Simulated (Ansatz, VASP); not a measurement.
One calculation of SnO, two programs

File INCAR:

```
ALGO = Normal
EDIFF = 1E-6
ENCUT = 520
ISIF = 2
ISMEAR = -1
LASPH = T
LCHARG = F
LREAL = F
LWAVE = F
NBANDS = 28
NELM = 60
PREC = Accurate
SIGMA = 0.05
```

KPOINTS

```
k-points
0
Gamma
  7 7 6
```

POSCAR

```
SnO
1.0
    3.7621524798      0.0000000000      0.0000000000
    0.0000000000      3.7621524798      0.0000000000
    0.0000000000      0.0000000000      4.8208658347
Sn O
2 2
Direct
    0.5000000000      0.0000000000      0.7646261400
    0.0000000000      0.5000000000      0.2353738600
    0.0000000000      0.0000000000      0.0000000000
    0.5000000000      0.5000000000      0.0000000000
```

File input.yaml:

```yaml
crystal:
  lattice:
    - [3.7621524798, 0.0, 0.0]
    - [0.0, 3.7621524798, 0.0]
    - [0.0, 0.0, 4.8208658347]
  atoms:
    - { symbol: Sn, position: [0.5, 0.0, 0.76462614] }
    - { symbol: Sn, position: [0.0, 0.5, 0.23537386] }
    - { symbol: O, position: [0.0, 0.0, 0.0] }
    - { symbol: O, position: [0.5, 0.5, 0.0] }
kpoints:
  mp_grid: { grid: [7, 7, 6] }
scf:
  occupations: { method: fermi_dirac, width: 0.05 }
hamiltonian:
  xc: lda
  pseudopotentials: { kind: all_electron, lapw: { basis_error: 0.002 } }
output:
  forces: true
  stress: true
  eigenvalues: true
```

Change from the starting cell: volume scaled by 0.96.

Alike in both runs: task single point; functional LDA; k mesh 7 × 7 × 6; occupations fermi-dirac, width 0.05 eV; no spin polarisation.

|  | VASP | Ansatz |
| --- | --- | --- |
| version | VASP 6.6.1 | Ansatz 0.2.0 |
| potentials or method | VASP PAW LDA potentials, release 64 (Sn_d, O) | all-electron LAPW, scalar-relativistic |
| plane-wave cutoff (eV) | 520 | see its input |

Ansatz gave:

```
gap on the k mesh at the Fermi level (eV)       : 0.32
least direct gap on the mesh (eV)               : 2.00
pressure (GPa)                                  : 0.6
largest component of the traceless stress (GPa) : 0.35
rms of the force components (eV/Å)              : 0.139
```

Which values does VASP return?

gap on the k mesh at the Fermi level (eV): 0.31; least direct gap on the mesh (eV): 1.95; pressure (GPa): 1.0; largest component of the traceless stress (GPa): 0.35; rms of the force components (eV/Å): 0.188.

Atom by atom the forces differ by 0.048 eV/Å (rms over components). Ansatz ran all-electron here, so the differences hold the error of VASP's frozen core and of both bases.

Caveats: spin-orbit coupling is left out, which moves the levels of the heavy elements; an odd mesh through Γ misses points on the zone boundary, where band edges often lie.
